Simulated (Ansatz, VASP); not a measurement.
Given: the input of a run of Ansatz 0.2.0 on Ge.

Contents of input.yaml:

```yaml
crystal:
  lattice:
    - [3.9435577898, 0.0, 0.0]
    - [-1.9717788949, 3.4152212273, 0.0]
    - [0.0, 0.0, 6.5101862333]
  atoms:
    - { symbol: Ge, position: [0.3333333333, 0.6666666667, 0.93709875] }
    - { symbol: Ge, position: [0.6666666667, 0.3333333333, 0.43709875] }
    - { symbol: Ge, position: [0.3333333333, 0.6666666667, 0.56290125] }
    - { symbol: Ge, position: [0.6666666667, 0.3333333333, 0.06290125] }
kpoints:
  mp_grid: { grid: [8, 8, 4] }
scf:
  occupations: { method: fermi_dirac, width: 0.05 }
hamiltonian:
  xc: pbe
  pseudopotentials: { kind: all_electron, lapw: { basis_error: 0.001 } }
output:
  forces: true
  stress: true
  eigenvalues: true
```

Potentials or basis: all-electron LAPW, scalar-relativistic.

The run is started by

```bash
$ ansatz run input.yaml --threads 2 --pin off --max-ram 6144MiB --backend cpu --events-out ev --progress --plain --runs-dir out
```

Translate it to VASP 6.6.1. Potentials there: VASP PAW PBE potentials, release 64 (Ge_d).

As run (the cutoff follows the program's own potentials):

File INCAR:

```
SYSTEM = Ge
  PREC = Accurate
  ENCUT = 520
  EDIFF = 1E-6
  ISMEAR = -1
  SIGMA = 0.05
  LREAL = .FALSE.
  LASPH = .TRUE.
  NELM = 80
  ALGO = Normal
  ISIF = 2
  LWAVE = .FALSE.
  LCHARG = .TRUE.
  GGA = PE
  LELF = .TRUE.
  LVHAR = .TRUE.
  NBANDS = 36
```

File KPOINTS:

```
regular mesh
0
G
  8 8 4
  0 0 0
```

POSCAR

```
Ge
1.0
    3.9435577898      0.0000000000      0.0000000000
   -1.9717788949      3.4152212273      0.0000000000
    0.0000000000      0.0000000000      6.5101862333
Ge
4
Direct
    0.3333333333      0.6666666667      0.9370987500
    0.6666666667      0.3333333333      0.4370987500
    0.3333333333      0.6666666667      0.5629012500
    0.6666666667      0.3333333333      0.0629012500
```

Potentials or basis: VASP PAW PBE potentials, release 64 (Ge_d).

Run with:

```sh
$ cat potpaw_PBE.64/Ge_d/POTCAR > POTCAR
$ mpirun -np 1 vasp_std > vasp.out
```

Both were run:

|  | VASP | Ansatz | Ansatz less VASP |
| --- | --- | --- | --- |
| gap on the k mesh at the Fermi level (eV) | none | none | - |
| pressure (GPa) | 6.0 | 6.1 | +0.09 |
| largest component of the traceless stress (GPa) | 0.20 | 0.20 | -0.001 |
| rms of the force components (eV/Å) | 0.013 | 0.014 | +0.0003 |

Atom by atom the forces differ by 0.000 eV/Å (rms over components). A gap of «none» marks a metal or a gap that the smearing closes. Ansatz ran all-electron here, so the differences hold the error of VASP's frozen core and of both bases.
